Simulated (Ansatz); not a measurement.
# PbO (Litharge) (P4/nmm) in Ansatz: reference runs, part 2 of 2

Ansatz 0.2.0.

**3. Single point, PBE (atoms moved at random, drawn with an rms of 0.05 Å)**

input.yaml reads:

```yaml
crystal:
  lattice:
    - [3.99, 0.0, 0.0]
    - [0.0, 3.99, 0.0]
    - [0.0, 0.0, 5.01]
  atoms:
    - { symbol: Pb, position: [0.50251, 0.000286, 0.764071] }
    - { symbol: Pb, position: [-0.010529, 0.507817, 0.247432] }
    - { symbol: O, position: [0.494756, 0.506561, -0.00222] }
    - { symbol: O, position: [-0.006269, 0.01242, 0.008244] }
kpoints:
  mp_grid: { grid: [7, 7, 6] }
scf:
  occupations: { method: fermi_dirac, width: 0.05 }
hamiltonian:
  xc: pbe
  pseudopotentials: { kind: all_electron, lapw: { basis_error: 0.001 } }
output:
  forces: true
  stress: true
  eigenvalues: true
  populations: true
```

Potentials or basis: all-electron LAPW, scalar-relativistic.

Command:

```
> ansatz run input.yaml --threads 2 --pin off --max-ram 6144MiB --backend cpu --events-out ev --progress --plain --runs-dir out
```

Output:

```text
Warning: RAYON_NUM_THREADS=2 ignored (pool sized by the plan → 2); use --threads N
Pb: projections on atomic orbitals take those of the free atom 1s2 2s2 2p6 3s2 3p6 3d10 4s2 4p6 4d10 4f14 5s2 5p6 5d10 6s2 6p2, of charge +0.00 (hamiltonian.pseudopotentials.projection_atoms)
O: projections on atomic orbitals take those of the free atom 1s2 2s2 2p4, of charge +0.00 (hamiltonian.pseudopotentials.projection_atoms)
LAPW: plane waves up to 9.298 Å⁻¹, error target 1.0e-3 eV per atom; small_component_spin mean_spin; O in spheres of 1.010 Å, 8 of its electrons in bands, Dirac shells []; Pb in spheres of 1.282 Å, 46 of its electrons in bands, Dirac shells [] (how accurate: hamiltonian.pseudopotentials.lapw.basis_error, Limitations)
Engine: ansatz 0.2.0, aarch64-unknown-linux-gnu
Pseudopotentials: kind: all_electron
Pseudopotential: Pb, LAPW, valence charge 46, lapw/all_electron/scalar/gaussian/Pb, Koelling and Harmon's equation, gaussian nucleus
Pseudopotential: O, LAPW, valence charge 8, lapw/all_electron/scalar/gaussian/O, Koelling and Harmon's equation, gaussian nucleus
Functional definition: PBE
  parameter kappa = 0.804
  parameter beta = 0.06672455060314922
  exchange = pbe_x(kappa = kappa, mu = beta*pi^2/3)
  correlation = pbe_c(beta = beta)
Crystal: 4 atoms, lattice volume = 79.760 Å³
Basis set: ecut = 329.35366088206683 eV, 1075 PW (Γ), exchange–correlation at level 2
Bands: 65, of which v1, the nominal top of the filled ones, is band 54 counted from 1 (53 counted from 0)
Symmetry: 1 space group operations
Space group: P1 (ITA 1), of the structure as read, at distance tolerance 4.3e-5 Å
k-points: 148 of 294 (time reversal used)
Non-local potential: Pb, projectors of the file, none
Non-local potential: O, projectors of the file, none
Initial density: superposition of atomic densities (chi_scale 0.1, normalization cell, long waves kept (reshape's long-wave potential 0.19 eV rms))
Initial wavefunctions: plane waves of lowest kinetic energy (no species holds an atomic orbital)
Functional: x = pbe(κ = 0.804, μ = 0.2195149727645171), c = pbe(β = 0.06672455060314922)
iter 1 solved again at ethr=9.71e-3 eV; its pass at ethr=1.00e-1 eV (dr2=1.05e1 eV) is discarded
SCF iter   1: F=—  HF=-1140233.982727 eV  |F-HF|=—  |Δ(HF+E_count)|=         —  Δρ=8.74e-2  dr2=1.05e1  ethr=9.71e-3  ⟨swp⟩=2.0  Hψ=57843  notcnv=0
preconditioner: auto → Resta (q_TF=auto, 2.870 Å⁻¹)  ε∞=2.8  [insulator: Δε(μ)=3.127 eV  Ē_g=19.728 eV  σ=0.050 eV  W_gap=1.00  n_scr=28 (ndim 8)  ℏωp=26.3 eV  f_vac=0.246  D(μ)=0.00/eV (n_scr^D=0)  ε∞_Penn≈2.8]
iter 2 solved again at ethr=9.67e-4 eV; its pass at ethr=9.71e-3 eV (dr2=1.04e0 eV) is discarded
SCF iter   2: F=—  HF=-1140230.558993 eV  |F-HF|=—  |Δ(HF+E_count)|=    3.42e0  Δρ=3.13e-2  dr2=1.04e0  ethr=9.67e-4  ⟨swp⟩=2.0  Hψ=47097  notcnv=0
SCF iter   3: F=—  HF=-1140229.423605 eV  |F-HF|=—  |Δ(HF+E_count)|=    1.14e0  Δρ=2.25e-2  dr2=6.96e-1  ethr=9.67e-4  ⟨swp⟩=3.0  Hψ=28567  notcnv=0
SCF iter   4: F=—  HF=-1140229.448193 eV  |F-HF|=—  |Δ(HF+E_count)|=         —  Δρ=1.60e-2  dr2=4.32e-1  ethr=6.44e-4  ⟨swp⟩=3.0  Hψ=28791  notcnv=0
the basis was enlarged: its passes take 553.6 KiB over the memory plan, 2 of 2 planned eigensolver slots
SCF iter   5: F=—  HF=-1140229.328413 eV  |F-HF|=—  |Δ(HF+E_count)|=   1.20e-1  Δρ=5.60e-3  dr2=4.84e-2  ethr=4.00e-4  ⟨swp⟩=2.0  Hψ=27633  notcnv=0
SCF iter   6: F=—  HF=-1140229.313408 eV  |F-HF|=—  |Δ(HF+E_count)|=   1.50e-2  Δρ=1.29e-3  dr2=2.52e-3  ethr=4.48e-5  ⟨swp⟩=2.4  Hψ=29016  notcnv=0
SCF iter   7: F=—  HF=-1140229.312974 eV  |F-HF|=—  |Δ(HF+E_count)|=   4.34e-4  Δρ=7.68e-4  dr2=8.55e-4  ethr=2.33e-6  ⟨swp⟩=2.0  Hψ=27528  notcnv=0
SCF iter   8: F=—  HF=-1140229.312797 eV  |F-HF|=—  |Δ(HF+E_count)|=   1.77e-4  Δρ=2.19e-4  dr2=6.14e-5  ethr=7.92e-7  ⟨swp⟩=2.1  Hψ=27548  notcnv=0
SCF iter   9: F=—  HF=-1140229.312807 eV  |F-HF|=—  |Δ(HF+E_count)|=   1.03e-5  Δρ=1.67e-4  dr2=3.68e-5  ethr=5.69e-8  ⟨swp⟩=3.0  Hψ=28486  notcnv=0
SCF iter  10: F=—  HF=-1140229.312804 eV  |F-HF|=—  |Δ(HF+E_count)|=   3.77e-6  Δρ=4.07e-5  dr2=2.09e-6  ethr=3.41e-8  ⟨swp⟩=3.0  Hψ=28036  notcnv=0
SCF iter  11: F=—  HF=-1140229.312805 eV  |F-HF|=—  |Δ(HF+E_count)|=   1.32e-6  Δρ=1.00e-5  dr2=1.29e-7  ethr=1.94e-9  ⟨swp⟩=3.0  Hψ=28563  notcnv=0
SCF iter  12: F=-1140229.312805 eV  HF=-1140229.312805 eV  |F-HF|=4.66e-10  |Δ(HF+E_count)|=   7.45e-9  Δρ=1.47e-6  dr2=2.69e-9  ethr=1.19e-10  ⟨swp⟩=3.0  Hψ=28644  notcnv=0
SCF 1 converged in 12 iterations: F = -1140229.312805 eV  dr2 = 2.69e-9
SCF converged after 12 iterations
Free energy (F): -1140229.312805 eV
Harris-Foulkes:  -1140229.312805 eV  (|F-HF|=4.66e-10)
Internal energy: -1140229.312805 eV  (E = F + TS)
E sigma→0 (E₀):  -1140229.312805 eV
Entropy (-TS):   -0.000000 eV (-0.000 meV/atom)
Fermi energy:    12.744756 eV
--- Per-component energies (eV) ---
  E_band       = -14170.647801
  E_kinetic    = 1314032.073599
  E_xc         = -21627.125592
  E_electrostatic = -2432634.260812  (all electrons and nuclei)
  E_smearing   = -0.000000  (= −TS)
  E_closure    = 0.000000  (closes the sum)
  E_atoms      = -1140207.893710  (free atoms, spherical and without spin; not in F)
  Σ components = -1140229.312805   (vs F -1140229.312805, Δ=0.00e0)
  Basis errors (estimates in eV, not in F): energy 4.5e-4 per atom: plane waves 4.1e-4 (2.4e-4 summed), levels above the bands 1.3e-110, relativity 4.8e-8, radial functions 4.6e-5, core shells 7.5e-8; eigenvalues (radial functions only) 3.7e-5; not estimated: angular momenta, meshes, grids; target (lapw.basis_error) 1.0e-3; muffin-tin radii O 1.010 Å, Pb 1.282 Å
--- Forces (eV/Å), atoms counted from 1 ---
  atom   1  Pb    -0.16644467     0.14846231     0.01521575
  atom   2  Pb     0.11579515     0.01881831    -0.23999594
  atom   3  O     -0.04802124    -0.00879798     0.27918584
  atom   4  O      0.09867057    -0.15848179    -0.05440856
  max |Σ_I F_I| component: 2.91e-6 eV/Å
--- Stress (GPa, compression-positive) ---
        2.380165      -0.009912       0.551813
       -0.009912       3.856793      -0.198971
        0.551813      -0.198971       1.712873
  P = ⅓ Tr σ = 2.6499 GPa (26.499 kbar)
--- Band table (eV; the first three rows and the last of 148) ---
  k-point 0: bands = ["-492.9026", "-492.9016", "-384.0565", "-384.0504", "-384.0442", "-384.0414", "-384.0396", "-384.0025", "-383.9966", "-383.9906", "-383.9873", "-383.9856", "-126.4551", "-126.4039", "-115.4743", "-115.4738", "-115.4679", "-115.4643", "-115.4629", "-115.4595", "-115.4593", "-115.4205", "-115.4200", "-115.4144", "-115.4108", "-115.4094", "-115.4056", "-115.4054", "-68.3143", "-68.3063", "-68.2991", "-68.2663", "-68.2548", "-68.2483", "-6.1610", "-5.6698", "-3.9689", "-3.9649", "-3.9102", "-3.8969", "-3.8317", "-3.7484", "-3.7456", "-3.7448", "-3.7215", "-2.4180", "4.9484", "5.2746", "7.9127", "7.9628", "10.4045", "10.4850", "10.5777", "12.0564", "14.5052", "17.5103", "17.5472", "17.7566", "18.5961", "18.7659", "19.4806", "20.0765", "22.2874", "25.9555", "26.9028"]
  k-point 1: bands = ["-492.9026", "-492.9016", "-384.0565", "-384.0504", "-384.0442", "-384.0414", "-384.0396", "-384.0025", "-383.9966", "-383.9906", "-383.9873", "-383.9856", "-126.4551", "-126.4039", "-115.4743", "-115.4738", "-115.4679", "-115.4643", "-115.4629", "-115.4595", "-115.4593", "-115.4205", "-115.4200", "-115.4144", "-115.4108", "-115.4094", "-115.4056", "-115.4054", "-68.3143", "-68.3063", "-68.2991", "-68.2663", "-68.2548", "-68.2483", "-6.1545", "-5.6654", "-3.9578", "-3.9539", "-3.9071", "-3.8984", "-3.8267", "-3.7603", "-3.7587", "-3.7497", "-3.7271", "-2.4142", "4.2092", "6.1858", "7.9539", "8.0040", "10.3937", "10.4768", "10.5733", "11.9026", "14.3169", "16.8579", "16.9559", "17.4651", "19.3090", "19.4655", "19.5745", "20.2364", "23.4650", "25.9895", "26.7617"]
  k-point 2: bands = ["-492.9026", "-492.9016", "-384.0565", "-384.0504", "-384.0442", "-384.0414", "-384.0396", "-384.0025", "-383.9966", "-383.9906", "-383.9873", "-383.9856", "-126.4551", "-126.4039", "-115.4743", "-115.4738", "-115.4679", "-115.4643", "-115.4629", "-115.4595", "-115.4593", "-115.4205", "-115.4200", "-115.4144", "-115.4108", "-115.4094", "-115.4056", "-115.4054", "-68.3143", "-68.3063", "-68.2991", "-68.2663", "-68.2548", "-68.2483", "-6.1415", "-5.6563", "-3.9297", "-3.9265", "-3.9241", "-3.8741", "-3.8155", "-3.7920", "-3.7901", "-3.7610", "-3.7400", "-2.4067", "3.6261", "7.1945", "8.0403", "8.0914", "10.3720", "10.4583", "10.5626", "11.4376", "14.1491", "16.1566", "16.2805", "16.6827", "20.1862", "20.3888", "20.4512", "20.6195", "25.2946", "26.0701", "26.1342"]
  k-point 147: bands = ["-492.9026", "-492.9016", "-384.0565", "-384.0504", "-384.0442", "-384.0414", "-384.0396", "-384.0025", "-383.9966", "-383.9906", "-383.9873", "-383.9856", "-126.4551", "-126.4039", "-115.4743", "-115.4738", "-115.4679", "-115.4643", "-115.4629", "-115.4595", "-115.4593", "-115.4205", "-115.4200", "-115.4144", "-115.4108", "-115.4094", "-115.4056", "-115.4054", "-68.3144", "-68.3063", "-68.2991", "-68.2664", "-68.2548", "-68.2483", "-5.9011", "-5.8096", "-3.9110", "-3.8891", "-3.8627", "-3.8504", "-3.8038", "-3.7829", "-3.7501", "-3.7402", "-3.2300", "-2.9012", "4.5610", "4.9908", "8.2047", "8.7845", "9.4468", "9.7992", "10.4834", "10.9188", "14.9972", "15.2663", "17.2616", "18.0100", "19.1929", "19.6401", "21.3369", "21.5748", "24.0730", "24.5155", "25.5084"]
--- Löwdin populations: 4 sites ---
  site symbol       q [e]
     0     Pb     81.2359
     1     Pb     81.2385
     2      O      8.7103
     3      O      8.7103
  spilling = 0.000583 (of n_electrons = 180.000000)
```

populations.tsv:

```text
# site	symbol	l	j	q
# orbitals = lowdin
# n_electrons = 180.000000
# spilling = 0.000583
# projection_atom_Pb: 1s2 2s2 2p6 3s2 3p6 3d10 4s2 4p6 4d10 4f14 5s2 5p6 5d10 6s2 6p2
# projection_atom_O: 1s2 2s2 2p4
0	Pb	0_1S	-	2.000000
0	Pb	0_2S	-	1.999996
0	Pb	0_3S	-	1.999957
0	Pb	0_4S	-	1.999589
0	Pb	0_5S	-	1.995059
0	Pb	0_6S	-	1.732447
0	Pb	1_2P	-	6.000000
0	Pb	1_3P	-	5.999999
0	Pb	1_4P	-	5.999961
0	Pb	1_5P	-	5.996545
0	Pb	1_6P	-	1.523884
0	Pb	2_3D	-	10.000000
0	Pb	2_4D	-	9.999998
0	Pb	2_5D	-	9.988501
0	Pb	3_4F	-	13.999998
1	Pb	0_1S	-	2.000000
1	Pb	0_2S	-	1.999997
1	Pb	0_3S	-	1.999957
1	Pb	0_4S	-	1.999596
1	Pb	0_5S	-	1.995159
1	Pb	0_6S	-	1.742787
1	Pb	1_2P	-	6.000000
1	Pb	1_3P	-	5.999999
1	Pb	1_4P	-	5.999962
1	Pb	1_5P	-	5.996636
1	Pb	1_6P	-	1.515432
1	Pb	2_3D	-	10.000000
1	Pb	2_4D	-	9.999998
1	Pb	2_5D	-	9.989007
1	Pb	3_4F	-	13.999998
2	O	0_1S	-	1.998626
2	O	0_2S	-	1.794532
2	O	1_2P	-	4.917190
3	O	0_1S	-	1.998627
3	O	0_2S	-	1.794529
3	O	1_2P	-	4.917101
```

Wall time 3.9 min (2 threads of Arm Neoverse V2, shared host); peak memory 1.4 GiB.

Results:

- Free energy: -1140229.3128 eV
- Pressure: 2.6 GPa
- Largest force: 0.283 eV/Å
- Band gap on the k mesh: 1.36 eV, indirect (least direct gap 2.31 eV)
- Loewdin charges: Pb +0.76; O -0.71 e

Forces on the atoms (eV/Å):
```
Pb  -0.166  0.148  0.015
Pb   0.116  0.019 -0.240
O   -0.048 -0.009  0.279
O    0.099 -0.158 -0.054
```

Caveat: spin-orbit coupling is left out, which as a rule narrows the gap of such compounds by several tenths of an eV; an odd mesh through Γ misses points on the zone boundary, where band edges often lie.
